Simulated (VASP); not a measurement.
# ZnS (Wurtzite-2H) (P6_3mc) in VASP: notebook

Aim: see how the results for ZnS (Wurtzite-2H) move with the level of theory and the settings. Levels: BLYP+D3(BJ), LDA. Tasks: single point.

All numbers are computed with VASP 6.6.1; they aren't measurements. Logs are shortened: lines on timing, memory, paths and dates and some standing lists are left out, and cuts for length are marked.

**The experiment to reproduce.**

From a printed reference work, monograph, for a bulk crystal of ZnS at 4 K: band gap 3.911 eV (direct).

The results are compared with them further down.

## Step 1: The cell of the first run

The structure is hexagonal, space group P6_3mc (No. 186). Conventional cell: a = 3.759 Å, b = 3.759 Å, c = 6.150 Å, α = 90.00°, β = 90.00°, γ = 120.00°. Within 3.0 Å of Zn (site symmetry 3m) lie 4 S at 2.28 to 2.37 Å. Within 3.0 Å of S (site symmetry 3m) lie 4 Zn at 2.28 to 2.37 Å.

## Step 2: Single point, BLYP+D3(BJ)

INCAR

```
AGGAC = 1.0 ; AGGAX = 1.0
ALDAC = 0.0 ; ALDAX = 1.0
ALGO = Normal ; EDIFF = 1E-7
ENCUT = 520 ; GGA = B5
ISIF = 2 ; ISMEAR = -1
IVDW = 12 ; LASPH = True
LCHARG = False ; LREAL = False
LWAVE = False ; NBANDS = 26
NELM = 80 ; PREC = Accurate
SIGMA = 0.05 ; VDW_A1 = 0.4298
VDW_A2 = 4.2359 ; VDW_S6 = 1.0
VDW_S8 = 2.6996
```

KPOINTS

```
k-points
0
Gamma
  8 8 5
```

POSCAR

```
ZnS
1.0
    3.7594936861      0.0000000000      0.0000000000
   -1.8797468431      3.2558170375      0.0000000000
    0.0000000000      0.0000000000      6.1497464286
Zn S
2 2
Direct
    0.6666666667      0.3333333333      0.5000000000
    0.3333333333      0.6666666667      0.0000000000
    0.6666666667      0.3333333333      0.8850000000
    0.3333333333      0.6666666667      0.3850000000
```

Potentials or basis: VASP PAW PBE potentials, release 64 (Zn, S).

The run is started by

```console
cat potpaw_PBE.64/Zn/POTCAR potpaw_PBE.64/S/POTCAR > POTCAR
mpirun -np 1 vasp_std > vasp.out
```

OUTCAR:

```text
EDIFF = 1E-7
   ENCUT = 520
   GGA = B5
   ISIF = 2
   ISMEAR = -1
   IVDW = 12
   LASPH = True
   LREAL = False
   NELM = 80
   PREC = Accurate
 IVDW          = 12

 ion  position               nearest neighbor table
   1  0.667  0.333  0.500-   4 2.28   4 2.28   4 2.28   3 2.37
   2  0.333  0.667  0.000-   3 2.28   3 2.28   3 2.28   4 2.37
   3  0.667  0.333  0.885-   2 2.28   2 2.28   2 2.28   1 2.37
   4  0.333  0.667  0.385-   1 2.28   1 2.28   1 2.28   2 2.37

  LATTYP: Found a hexagonal cell.
 ALAT       =     3.7594936861
 C/A-ratio  =     1.6357911310

  Lattice vectors:

 A1 = (   3.7594936861,   0.0000000000,   0.0000000000)
 A2 = (  -1.8797468431,   3.2558170375,   0.0000000000)
 A3 = (   0.0000000000,   0.0000000000,   6.1497464286)

Analysis of symmetry for initial positions (statically):
=====================================================================
 Subroutine PRICEL returns:
 Original cell was already a primitive cell.

 Routine SETGRP: Setting up the symmetry group for a
 hexagonal supercell.

 Subroutine GETGRP returns: Found 12 space group operations
 (whereof  6 operations were pure point group operations)
 out of a pool of 24 trial point group operations.

The static configuration has the point symmetry C_3v.
 The point group associated with its full space group is C_6v.

Analysis of symmetry for dynamics (positions and initial velocities):
=====================================================================
 Subroutine PRICEL returns:
 Original cell was already a primitive cell.

 Routine SETGRP: Setting up the symmetry group for a
 hexagonal supercell.

 Subroutine GETGRP returns: Found 12 space group operations
 (whereof  6 operations were pure point group operations)
 out of a pool of 24 trial point group operations.

The dynamic configuration has the point symmetry C_3v.
 The point group associated with its full space group is C_6v.

 Subroutine INISYM returns: Found 12 space group operations
 (whereof  6 operations are pure point group operations),
 and found     1 'primitive' translations

----------------------------------------------------------------------------------------

                                     Primitive cell

  volume of cell :      75.2743

  direct lattice vectors                    reciprocal lattice vectors
     3.759493686  0.000000000  0.000000000     0.265993265  0.153571283  0.000000000
    -1.879746843  3.255817037  0.000000000     0.000000000  0.307142566  0.000000000
     0.000000000  0.000000000  6.149746429     0.000000000  0.000000000  0.162608331

[... 89 lines left out ...]
   EDIFFG = 0.1E-05   stopping-criterion for IOM
   NSW    =      0    number of steps for IOM
   IBRION =     -1    ionic relax: 0-MD 1-quasi-New 2-CG
   NFREE  =      0    steps in history (QN), initial steepest desc. (CG)
   ISIF   =      2    stress and relaxation
   ISYM   =      2    0-nonsym 1-usesym 2-fastsym
   POTIM  = 0.5000    time-step for ionic-motion
   TEBEG  =    0.0;   TEEND  =   0.0 temperature during run
   PSTRESS=    0.0 pullay stress
   NELECT =      36.0000    total number of electrons
   NUPDOWN=      -1.0000    fix difference up-down
   EMIN   =  10.00;   EMAX   =-10.00  energy-range for DOS
   EFERMI =   0.00;   METHOD = LEGACY
   ISMEAR =    -1;   SIGMA  =   0.05  broadening in eV -4-tet -1-fermi 0-gaus
   EFERMI_NEDOS =   21; number of points for ismear=-14 and -15
   IALGO  =     38    algorithm
   IMIX   =      4    mixing-type and parameters
     AMIX     =   0.40;   BMIX     =  1.00
     AMIX_MAG =   1.60;   BMIX_MAG =  1.00
  volume/ion in A,a.u.               =      18.82       126.99
  Fermi-wavevector in a.u.,A,eV,Ry     =   1.280246  2.419314 22.300360  1.639030
  Thomas-Fermi vector in A             =   2.412685
   LORBIT       =      0    0 simple, 1 ext, 2 COOP (PROOUT), +10 PAW based schemes
   GGA     = B5    functional components
   LHFCALC =     F    Hartree Fock is set to
   AEXX    =    0.0000 exact exchange contribution
   IVDW    =    12    specifies the selected vdW correction
   LEPSILON=     F    determine dielectric tensor
   LRPA    =     F    only Hartree local field effects (RPA)
 non-spin polarized calculation
  energy-cutoff  :      520.00
  volume of cell :       75.27
 maximum number of plane-waves:      2043
 NGX is ok and might be reduce to    28
   NGX = 13   NGY = 13   NGZ = 23

 number of electron      35.9999971 magnetization

 Free energy of the ion-electron system (eV)
  ---------------------------------------------------
  ext. energy  EPLUGINS =         0.00000000
  ---------------------------------------------------
  free energy    TOTEN  =       -11.33609577 eV

  energy without entropy =      -11.33609577  energy(sigma->0) =      -11.33609577

 E-fermi :   3.9756     XC(G=0):  -9.3206

 val. band max:        2.9257968066   @ k =   0.0000   0.0000   0.0000
 cond. band min:       5.3951498663   @ k =   0.0000   0.0000   0.0000
 fundamental gap:      2.4693530597
 Fermi energy:         3.9756422775

 k-point     1 :       0.0000    0.0000    0.0000
  band No.  band energies     occupation
      1     -10.5150      2.00000
      2      -9.5346      2.00000
      3      -3.6992      2.00000
      4      -3.6992      2.00000
      5      -3.6301      2.00000
      6      -3.6301      2.00000
[... 685 lines left out ...]
     25      12.2803      0.00000
     26      12.4950      0.00000

 [... further k-points ...]

------------------------ aborting loop because EDIFF is reached ----------------------------------------

 Edisp (eV)   -2.80915

 E8    (eV) :    -1.9655

  FORCE on cell =-STRESS in cart. coord.  units (eV):
  Direction    XX          YY          ZZ          XY          YZ          ZX
  --------------------------------------------------------------------------------------
  -------------------------------------------------------------------------------------
  Total       2.05009     2.05009     0.85301    -0.00000     0.00000     0.00000
  in kB      43.63521    43.63521    18.15598    -0.00000     0.00000     0.00000
  external pressure =       35.14 kB  Pullay stress =        0.00 kB

 VOLUME and BASIS-vectors are now :
 -----------------------------------------------------------------------------
  energy-cutoff  :      520.00
  volume of cell :       75.27
      direct lattice vectors                 reciprocal lattice vectors
     3.759493686  0.000000000  0.000000000     0.265993265  0.153571283  0.000000000
    -1.879746843  3.255817037  0.000000000     0.000000000  0.307142566  0.000000000
     0.000000000  0.000000000  6.149746429     0.000000000  0.000000000  0.162608331

 POSITION                                       TOTAL-FORCE (eV/Angst)
 -----------------------------------------------------------------------------------
      1.87975      1.08527      3.07487         0.000000      0.000000      0.404585
     -0.00000      2.17054      0.00000         0.000000     -0.000000      0.404585
      1.87975      1.08527      5.44253        -0.000000     -0.000000     -0.404585
     -0.00000      2.17054      2.36765         0.000000      0.000000     -0.404585
 -----------------------------------------------------------------------------------
    total drift:                               -0.000001     -0.000001      0.000549

  FREE ENERGIE OF THE ION-ELECTRON SYSTEM (eV)
  ---------------------------------------------------
  free  energy   TOTEN  =       -14.1452411564 eV

  energy  without entropy=      -14.1452411564  energy(sigma->0) =      -14.14524116
```

OSZICAR:

```text
N       E                     dE             d eps       ncg     rms          rms(c)
DAV:   1     0.255141705043E+03    0.25514E+03   -0.17342E+04  1560   0.171E+03
DAV:   2     0.138010681981E+02   -0.24134E+03   -0.23147E+03  1576   0.361E+02
DAV:   3    -0.117451309709E+02   -0.25546E+02   -0.25284E+02  1850   0.116E+02
DAV:   4    -0.123828575734E+02   -0.63773E+00   -0.63633E+00  1854   0.183E+01
DAV:   5    -0.123922074620E+02   -0.93499E-02   -0.93476E-02  1888   0.218E+00    0.101E+01
DAV:   6    -0.113398751008E+02    0.10523E+01   -0.20371E+00  2342   0.408E+01    0.788E+00
DAV:   7    -0.113442345229E+02   -0.43594E-02   -0.15448E+00  1654   0.722E+00    0.427E+00
DAV:   8    -0.113356851827E+02    0.85493E-02   -0.40929E-02  2034   0.189E+00    0.137E+00
DAV:   9    -0.113359725490E+02   -0.28737E-03   -0.94661E-03  2010   0.129E+00    0.215E-01
DAV:  10    -0.113360251612E+02   -0.52612E-04   -0.46705E-04  1806   0.270E-01    0.577E-02
DAV:  11    -0.113360990012E+02   -0.73840E-04   -0.13161E-04  1636   0.119E-01    0.405E-02
DAV:  12    -0.113360956293E+02    0.33719E-05   -0.17922E-05  2198   0.528E-02    0.408E-03
DAV:  13    -0.113360957832E+02   -0.15394E-06   -0.39923E-06  1660   0.128E-02    0.771E-03
DAV:  14    -0.113360957704E+02    0.12826E-07   -0.79321E-07  2088   0.751E-03
   1 F= -.14145241E+02 E0= -.14145241E+02  d E =-.230110E-10
```

Wall time 30 s (1 thread of Intel Xeon 6975P-C (Granite Rapids), shared host); peak memory 0.21 GiB.

What came out:

```yaml
Free_energy: -14.1452 eV
Pressure: 3.5 GPa
Largest_force: 0.405 eV/Å
Band_gap_on_the_k_mesh: 2.47 eV, direct
Dispersion_energy_per_atom: -0.702 eV
```

Forces on the atoms (eV/Å):
```
Zn   0.000  0.000  0.405
Zn   0.000  0.000  0.405
S    0.000  0.000 -0.405
S    0.000  0.000 -0.405
```

Caveat: the PAW data sets were made with another functional, which shifts forces and pressure a little.

## Step 3: Single point, LDA

INCAR

```
PREC = Accurate
ENCUT = 520
EDIFF = 1E-6
ISMEAR = -1
SIGMA = 0.05
LREAL = F
LASPH = T
NELM = 80
ALGO = Normal
ISIF = 2
LWAVE = F
LCHARG = F
NBANDS = 26
```

KPOINTS

```
regular mesh
0
Gamma
  8 8 5
```

POSCAR is that of step 2.

Potentials or basis: VASP PAW LDA potentials, release 64 (Zn, S).

The run is started by

```console
cat potpaw_LDA.64/Zn/POTCAR potpaw_LDA.64/S/POTCAR > POTCAR
mpirun -np 1 vasp_std > vasp.out
```

OUTCAR:

```text
PREC = Accurate
   ENCUT = 520
   EDIFF = 1E-6
   ISMEAR = -1
   LREAL = F
   LASPH = T
   NELM = 80
   ISIF = 2

 ion  position               nearest neighbor table
   1  0.667  0.333  0.500-   4 2.28   4 2.28   4 2.28   3 2.37
   2  0.333  0.667  0.000-   3 2.28   3 2.28   3 2.28   4 2.37
   3  0.667  0.333  0.885-   2 2.28   2 2.28   2 2.28   1 2.37
   4  0.333  0.667  0.385-   1 2.28   1 2.28   1 2.28   2 2.37

  LATTYP: Found a hexagonal cell.
 ALAT       =     3.7594936861
 C/A-ratio  =     1.6357911310

  Lattice vectors:

 A1 = (   3.7594936861,   0.0000000000,   0.0000000000)
 A2 = (  -1.8797468431,   3.2558170375,   0.0000000000)
 A3 = (   0.0000000000,   0.0000000000,   6.1497464286)

Analysis of symmetry for initial positions (statically):
=====================================================================
 Subroutine PRICEL returns:
 Original cell was already a primitive cell.

 Routine SETGRP: Setting up the symmetry group for a
 hexagonal supercell.

 Subroutine GETGRP returns: Found 12 space group operations
 (whereof  6 operations were pure point group operations)
 out of a pool of 24 trial point group operations.

The static configuration has the point symmetry C_3v.
 The point group associated with its full space group is C_6v.

Analysis of symmetry for dynamics (positions and initial velocities):
=====================================================================
 Subroutine PRICEL returns:
 Original cell was already a primitive cell.

 Routine SETGRP: Setting up the symmetry group for a
 hexagonal supercell.

 Subroutine GETGRP returns: Found 12 space group operations
 (whereof  6 operations were pure point group operations)
 out of a pool of 24 trial point group operations.

The dynamic configuration has the point symmetry C_3v.
 The point group associated with its full space group is C_6v.

[... 118 lines left out ...]
   EFERMI_NEDOS =   21; number of points for ismear=-14 and -15
   IALGO  =     38    algorithm
   IMIX   =      4    mixing-type and parameters
     AMIX     =   0.40;   BMIX     =  1.00
     AMIX_MAG =   1.60;   BMIX_MAG =  1.00
  volume/ion in A,a.u.               =      18.82       126.99
  Fermi-wavevector in a.u.,A,eV,Ry     =   1.280246  2.419314 22.300360  1.639030
  Thomas-Fermi vector in A             =   2.412685
   LORBIT       =      0    0 simple, 1 ext, 2 COOP (PROOUT), +10 PAW based schemes
   GGA     = CA    functional components
   LHFCALC =     F    Hartree Fock is set to
   AEXX    =    0.0000 exact exchange contribution
   IVDW    =     0    specifies the selected vdW correction
   LEPSILON=     F    determine dielectric tensor
   LRPA    =     F    only Hartree local field effects (RPA)
 non-spin polarized calculation
  energy-cutoff  :      520.00
  volume of cell :       75.27
 maximum number of plane-waves:      2043
 NGX is ok and might be reduce to    28
   NGX = 13   NGY = 13   NGZ = 23

 number of electron      35.9999971 magnetization

 Free energy of the ion-electron system (eV)
  ---------------------------------------------------
  ext. energy  EPLUGINS =         0.00000000
  ---------------------------------------------------
  free energy    TOTEN  =       -16.37766234 eV

  energy without entropy =      -16.37766234  energy(sigma->0) =      -16.37766234

 E-fermi :   3.3814     XC(G=0): -10.2487

 val. band max:        2.3742029771   @ k =   0.0000   0.0000   0.0000
 cond. band min:       4.5934056872   @ k =   0.0000   0.0000   0.0000
 fundamental gap:      2.2192027100
 Fermi energy:         3.3814122920

 k-point     1 :       0.0000    0.0000    0.0000
  band No.  band energies     occupation
      1     -11.0801      2.00000
      2     -10.0556      2.00000
      3      -4.3242      2.00000
      4      -4.3242      2.00000
      5      -4.2576      2.00000
      6      -4.2576      2.00000
[... 685 lines left out ...]
     25      11.4490      0.00000
     26      11.7647      0.00000

 [... further k-points ...]

------------------------ aborting loop because EDIFF is reached ----------------------------------------

  FORCE on cell =-STRESS in cart. coord.  units (eV):
  Direction    XX          YY          ZZ          XY          YZ          ZX
  --------------------------------------------------------------------------------------
  -------------------------------------------------------------------------------------
  Total        0.0467925      0.0467925     -0.9672666     -0.0000000      0.0000000      0.0000000
  in kB        0.9959556      0.9959556    -20.5878132     -0.0000000      0.0000000      0.0000000
  external PRESSURE =      -6.1986340 kB  Pullay stress =       0.0000000 kB

 VOLUME and BASIS-vectors are now :
 -----------------------------------------------------------------------------
  energy-cutoff  :      520.00
  volume of cell :       75.27
      direct lattice vectors                 reciprocal lattice vectors
     3.759493686  0.000000000  0.000000000     0.265993265  0.153571283  0.000000000
    -1.879746843  3.255817037  0.000000000     0.000000000  0.307142566  0.000000000
     0.000000000  0.000000000  6.149746429     0.000000000  0.000000000  0.162608331

 POSITION                                       TOTAL-FORCE (eV/Angst)
 -----------------------------------------------------------------------------------
      1.87975      1.08527      3.07487        -0.000000      0.000000      0.348785
     -0.00000      2.17054      0.00000         0.000000     -0.000000      0.348785
      1.87975      1.08527      5.44253         0.000000     -0.000000     -0.348785
     -0.00000      2.17054      2.36765        -0.000000      0.000000     -0.348785
 -----------------------------------------------------------------------------------
    total drift:                               -0.000001     -0.000001      0.000348

  FREE ENERGIE OF THE ION-ELECTRON SYSTEM (eV)
  ---------------------------------------------------
  free  energy   TOTEN  =       -16.3776623361 eV

  energy  without entropy=      -16.3776623360  energy(sigma->0) =      -16.37766234
```

stdout:

```text
POSCAR found type information on POSCAR ZnS
 POSCAR found :  2 types and       4 ions
 scaLAPACK will be used
 LDA part: xc-table for (Slater(with rela. corr.)+CA(PZ))
 , standard interpolation
 POSCAR, INCAR and KPOINTS ok, starting setup
 FFT: planning ... GRIDC
 FFT: planning ... GRID_SOFT
 FFT: planning ... GRID
 WAVECAR not read
 entering main loop
```

Wall time 17 s (1 thread of Intel Xeon 6975P-C (Granite Rapids), shared host); peak memory 0.18 GiB.

Results:

```
Free energy            : -16.3777 eV
Pressure               : -0.6 GPa
Largest force          : 0.349 eV/Å
Band gap on the k mesh : 2.22 eV, direct
```

Forces on the atoms (eV/Å):
```
Zn   0.000  0.000  0.349
Zn   0.000  0.000  0.349
S    0.000  0.000 -0.349
S    0.000  0.000 -0.349
```

(Continued in part 2 of 2.)
